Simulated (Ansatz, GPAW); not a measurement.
# SnSe with PBE in single-zeta orbitals from a Python script

These are simulated results from GPAW 26.7.0, not measurements. The cell was built from a prototype and was relaxed with r2SCAN in plane waves (Ansatz 0.2.0). Not every such cell is a known phase. All runs are without spin polarisation.

The symmetry is Fm-3m (No. 225, cubic); conventional cell a = 6.004 Å, 27.06 Å³ an atom. Sn is surrounded by 6 Se at 3.00 Å; Se is surrounded by 6 Sn at 3.00 Å.

The basis is minimal: single zeta, one radial function for each shell that the log's basis lists. It describes the filled bands fairly and the empty ones poorly.

The script, run.py:

```python
import json
from ase import Atoms
from gpaw import GPAW, PW, FermiDirac

atoms = Atoms(['Sn', 'Se'],
              cell=[[-0.0, 3.002113, 3.002113], [3.002113, 0.0, 3.002113], [3.002113, 3.002113, -0.0]],
              scaled_positions=[[0.0, -0.0, -0.0], [0.5, 0.5, 0.5]],
              pbc=True)
calc = GPAW(mode='lcao', basis='sz(dzp)', h=0.2, xc='PBE', kpts={'size': (6, 6, 6), 'gamma': True},
            occupations=FermiDirac(0.02), maxiter=100, legacy_gpaw=True, txt='gpaw.txt')
atoms.calc = calc
res = {'energy': atoms.get_potential_energy(force_consistent=True)}
res['electrons'] = calc.get_number_of_electrons()
res['k'] = calc.get_ibz_k_points().tolist()
res['levels'] = [calc.get_eigenvalues(kpt=i).tolist() for i in range(len(res['k']))]
points = [[0.0, 0.0, 0.0], [0.5, 0.0, 0.5], [0.625, 0.25, 0.625], [0.375, 0.375, 0.75], [0.5, 0.5, 0.5], [0.5, 0.25, 0.75], [-0.052246, -0.051758, 0.484131], [-0.057292, -0.041911, 0.479818], [0.5, 0.475, 0.525]]
bands = calc.fixed_density(kpts=points, symmetry='off', txt='bands.txt')
res['points'] = [bands.get_eigenvalues(kpt=i).tolist() for i in range(len(points))]
json.dump(res, open('results.json', 'w'))
print('free energy (eV):', round(res['energy'], 5))
```

Command: `python run.py`. It took 2.6 s on 1 thread of Arm Neoverse V2, with other jobs on the host, peak memory 0.14 GiB.

The log gpaw.txt, trimmed of paths, versions and times, then the last line on the terminal. An iter line gives the energy in eV and the logarithms of the changes of orbitals (plane waves alone) and density (c: converged):

```
___ ___ ___ _ _ _
 |   |   |_  | | | |

 | | | | | . | | | |

 |__ |  _|___|_____|  26.7.0
 |___|_|

Input parameters:
  basis: sz(dzp)
  h: 0.2
  kpts: {gamma: True,
         size: (6, 6, 6)}
  maxiter: 100
  mode: lcao
  occupations: {fixmagmom: False,
                name: fermi-dirac,
                width: 0.02}
  xc: PBE

System changes: positions, numbers, cell, pbc, initial_charges, initial_magmoms

Initialize ...

species:
  Sn:
    name:    Tin
    Z:       50.0
    valence: 14
    core:    36
    charge:  0.0  # [|e|]
    compensation charges:
      type: gauss
      rc: 0.38  # [Å]
      lmax: 2
    cutoffs:
      filter: 2.23  # [Å]
      core: 2.35  # [Å]
    projectors
    | kind |    occ | energy [eV] | rcut [Å] |

    |------|--------|-------------|----------|

    |   5s |  2.000 |     -10.538 |    1.201 |

    |   5p |  2.000 |      -3.696 |    1.270 |

    |   4d | 10.000 |     -25.845 |    1.185 |

    |    s |        |      16.674 |    1.201 |

    |    p |        |      23.515 |    1.270 |

    |    d |        |       1.367 |    1.185 |

    LCAO basis set for Sn:
      Name: sz(dzp)
      Number of radial functions: 3
      Number of spherical harmonics: 9
        l=0, rc=7.1250 Bohr: 5s-sz confined orbital
        l=1, rc=9.5469 Bohr: 5p-sz confined orbital
        l=2, rc=4.0625 Bohr: 4d-sz confined orbital
      Number of RI-basis functions 0

  Se:
    name:    Selenium
    Z:       34.0
    valence: 6
    core:    28
    charge:  0.0  # [|e|]
    compensation charges:
      type: gauss
      rc: 0.27  # [Å]
      lmax: 2
    cutoffs:
      filter: 1.77  # [Å]
      core: 2.67  # [Å]
    projectors
    | kind |    occ | energy [eV] | rcut [Å] |

    |------|--------|-------------|----------|

    |   4s |  2.000 |     -17.277 |    0.847 |

    |   4p |  4.000 |      -6.512 |    1.005 |

    |    s |        |       9.935 |    0.847 |

    |    p |        |      20.699 |    1.005 |

    |    d |        |       0.000 |    0.847 |

    LCAO basis set for Se:
      Name: sz(dzp)
      Number of radial functions: 2
      Number of spherical harmonics: 4
        l=0, rc=5.7344 Bohr: 4s-sz confined orbital
        l=1, rc=7.2656 Bohr: 4p-sz confined orbital
      Number of RI-basis functions 0

Reference energy: -234114.225438  # eV

Spin-paired calculation

Convergence criteria:
 Maximum [total energy] change in last 3 cyles: 0.0005 eV / valence electron
 Maximum integral of absolute [dens]ity change: 0.0001 electrons / valence electron
 Maximum integral of absolute [eigenst]ate change: 4e-08 eV^2 / valence electron
 Maximum number of scf [iter]ations: 100
 (Square brackets indicate name in SCF output, whereas a 'c' in
 the SCF output indicates the quantity has converged.)

Symmetries present (total): 48

  ( 1  0  0)  ( 1  0  0)  ( 1  0  0)  ( 1  0  0)  ( 1  0 -1)  ( 1  0 -1)
  ( 1  0 -1)  ( 1 -1  0)  ( 0  1  0)  ( 0  0  1)  ( 1  0  0)  ( 1 -1  0)
  ( 1 -1  0)  ( 1  0 -1)  ( 0  0  1)  ( 0  1  0)  ( 1 -1  0)  ( 1  0  0)

  ( 1  0 -1)  ( 1  0 -1)  ( 1 -1  0)  ( 1 -1  0)  ( 1 -1  0)  ( 1 -1  0)
  ( 0  1 -1)  ( 0  0 -1)  ( 1  0  0)  ( 1  0 -1)  ( 0 -1  1)  ( 0 -1  0)
  ( 0  0 -1)  ( 0  1 -1)  ( 1  0 -1)  ( 1  0  0)  ( 0 -1  0)  ( 0 -1  1)

  ( 0  1  0)  ( 0  1  0)  ( 0  1  0)  ( 0  1  0)  ( 0  1 -1)  ( 0  1 -1)
  ( 1  0  0)  ( 0  1 -1)  ( 0  0  1)  (-1  1  0)  ( 1  0 -1)  ( 0  1  0)
  ( 0  0  1)  (-1  1  0)  ( 1  0  0)  ( 0  1 -1)  ( 0  0 -1)  (-1  1  0)

  ( 0  1 -1)  ( 0  1 -1)  ( 0  0  1)  ( 0  0  1)  ( 0  0  1)  ( 0  0  1)
  ( 0  0 -1)  (-1  1  0)  ( 1  0  0)  ( 0  1  0)  ( 0 -1  1)  (-1  0  1)
  ( 1  0 -1)  ( 0  1  0)  ( 0  1  0)  ( 1  0  0)  (-1  0  1)  ( 0 -1  1)

  ( 0  0 -1)  ( 0  0 -1)  ( 0  0 -1)  ( 0  0 -1)  ( 0 -1  1)  ( 0 -1  1)
  ( 1  0 -1)  ( 0  1 -1)  ( 0 -1  0)  (-1  0  0)  ( 1 -1  0)  ( 0  0  1)
  ( 0  1 -1)  ( 1  0 -1)  (-1  0  0)  ( 0 -1  0)  ( 0 -1  0)  (-1  0  1)

  ( 0 -1  1)  ( 0 -1  1)  ( 0 -1  0)  ( 0 -1  0)  ( 0 -1  0)  ( 0 -1  0)
  ( 0 -1  0)  (-1  0  1)  ( 1 -1  0)  ( 0  0 -1)  ( 0 -1  1)  (-1  0  0)
  ( 1 -1  0)  ( 0  0  1)  ( 0 -1  1)  (-1  0  0)  ( 1 -1  0)  ( 0  0 -1)

  (-1  1  0)  (-1  1  0)  (-1  1  0)  (-1  1  0)  (-1  0  1)  (-1  0  1)
  ( 0  1  0)  ( 0  1 -1)  (-1  0  1)  (-1  0  0)  ( 0  0  1)  ( 0 -1  1)
  ( 0  1 -1)  ( 0  1  0)  (-1  0  0)  (-1  0  1)  ( 0 -1  1)  ( 0  0  1)

  (-1  0  1)  (-1  0  1)  (-1  0  0)  (-1  0  0)  (-1  0  0)  (-1  0  0)
  (-1  1  0)  (-1  0  0)  ( 0  0 -1)  ( 0 -1  0)  (-1  1  0)  (-1  0  1)
  (-1  0  0)  (-1  1  0)  ( 0 -1  0)  ( 0  0 -1)  (-1  0  1)  (-1  1  0)

216 k-points: 6 x 6 x 6 Monkhorst-Pack grid + [1/12,1/12,1/12]
16 k-points in the irreducible part of the Brillouin zone
       k-points in crystal coordinates                weights
   0:     0.00000000    0.00000000    0.00000000          1/216
   1:     0.16666667    0.16666667    0.00000000          6/216
   2:     0.16666667    0.16666667    0.16666667          8/216
   3:     0.33333333    0.16666667    0.16666667         12/216
   4:     0.33333333    0.33333333   -0.33333333         12/216
   5:     0.33333333    0.33333333    0.00000000          6/216
   6:     0.33333333    0.33333333    0.16666667         24/216
   7:     0.33333333    0.33333333    0.33333333          8/216
   8:     0.50000000    0.33333333   -0.33333333         24/216
   9:     0.50000000    0.33333333   -0.16666667         12/216
          ...
  15:     0.50000000    0.50000000    0.50000000          4/216

Wave functions: LCAO
  Diagonalizer: Serial LAPACK
  Atomic Correction: dense with blas
  Data-type: complex

Occupation numbers: Fermi-Dirac:
  width: 0.0200  # eV

Eigensolver
   LCAO using direct dense diagonalizer

Densities:
  Coarse grid: 16*16*16 grid
  Fine grid: 32*32*32 grid
  Total Charge: 0.000000

Density mixing:
  Method: separate
  Backend: msr1
  Linear mixing parameter: 0.05
  old densities: 10
  Width of damping distribution: 1.1
  Damping of long wavelength oscillations: 20

Hamiltonian:
  XC and Coulomb potentials evaluated on a 32*32*32 grid
  Using the PBE Exchange-Correlation functional
  Interpolation: tri-quintic (5. degree polynomial)
  Poisson solver: FastPoissonSolver using
    Stencil: 12*3+1=37 point O(h^6) finite-difference Laplacian
    FFT axes: [np.int64(0), np.int64(1), np.int64(2)]
    FST axes: []

XC parameters: PBE with 2 nearest neighbor stencil

Memory estimate:
  Process memory now: 112.66 MiB
  Calculator: 8.43 MiB
    Density: 5.79 MiB
      Arrays: 0.81 MiB
      Localized functions: 4.35 MiB
      Mixer: 0.62 MiB
    Hamiltonian: 0.85 MiB
      Arrays: 0.53 MiB
      XC: 0.00 MiB
      Poisson: 0.00 MiB
      vbar: 0.32 MiB
    Wavefunctions: 1.80 MiB
      C [qnM]: 0.04 MiB
      S, T [2 x qmm]: 0.08 MiB
      P [aqMi]: 0.01 MiB
      BasisFunctions: 1.67 MiB
      Eigensolver: 0.00 MiB

Total number of cores used: 1

Number of atoms: 2
Number of atomic orbitals: 13
Number of bands in calculation: 13
Number of valence electrons: 20
Bands to converge: occupied
Positions:
   0 Sn     0.000000    0.000000    0.000000    ( 0.0000,  0.0000,  0.0000)
   1 Se     3.002113    3.002113    3.002113    ( 0.0000,  0.0000,  0.0000)

Unit cell:
           periodic     x           y           z      points  spacing
  1. axis:    yes   -0.000000    3.002113    3.002113    16     0.2167
  2. axis:    yes    3.002113    0.000000    3.002113    16     0.2167
  3. axis:    yes    3.002113    3.002113   -0.000000    16     0.2167

  Lengths:   4.245629   4.245629   4.245629
  Angles:   60.000000  60.000000  60.000000

Effective grid spacing dv^(1/3) = 0.2364

iter:   1    -6.797972        c
iter:   2    -6.781866        c -1.44
iter:   3    -6.710663        c -1.48
iter:   4    -6.708179        c -2.25
iter:   5    -6.707413c       c -2.53
iter:   6    -6.707411c       c -3.77
iter:   7    -6.707411c       c -4.70c

Converged after 7 iterations.

Energy contributions relative to reference atoms: (reference = -234114.225438)

Kinetic:        +72.107088
Potential:      -66.996888
External:        +0.000000
XC:             -12.119798
Entropy (-ST):   -0.000000
Local:           +0.302188
SIC:             +0.000000
--------------------------
Free energy:     -6.707411
Extrapolated:    -6.707411

Showing only first 2 kpts
 Kpt  Band  Eigenvalues  Occupancy
  0     8      4.14817    2.00000
  0     9      4.14817    2.00000
  0    10     10.90677    0.00000
  0    11     10.91018    0.00000

  1     8      3.71203    2.00000
  1     9      5.60611    2.00000
  1    10      8.22174    0.00000
  1    11     10.95496    0.00000

Fermi level: 6.89375

Gap: 0.682 eV
Transition (v -> c):
  (s=0, k=15, n=9, [0.50, 0.50, 0.50]) -> (s=0, k=15, n=10, [0.50, 0.50, 0.50])
No difference between direct/indirect transitions

free energy (eV): -6.70741
```

The gap in the log is over the mesh alone; results.json adds the listed points. PBE in single-zeta orbitals gives a level spacing of 0.03 eV, too small to call a gap. On the same cell, plane-wave PBE (Ansatz, 8×8×8 k points and the special points) gives no gap at the points read and r2SCAN a level spacing of 0.01 eV, too small to call a gap; on shared hosts these took about 2 and 5 core-seconds on the 2-atom cell, against 2.6 for the script. Spin-orbit coupling, left out in all these runs, can cut or reorder the gap by tenths of an eV, up to about 1 eV with Pb or Bi.

Spin-orbit coupling is left out, which matters wherever the heavy atoms make up the band edges.
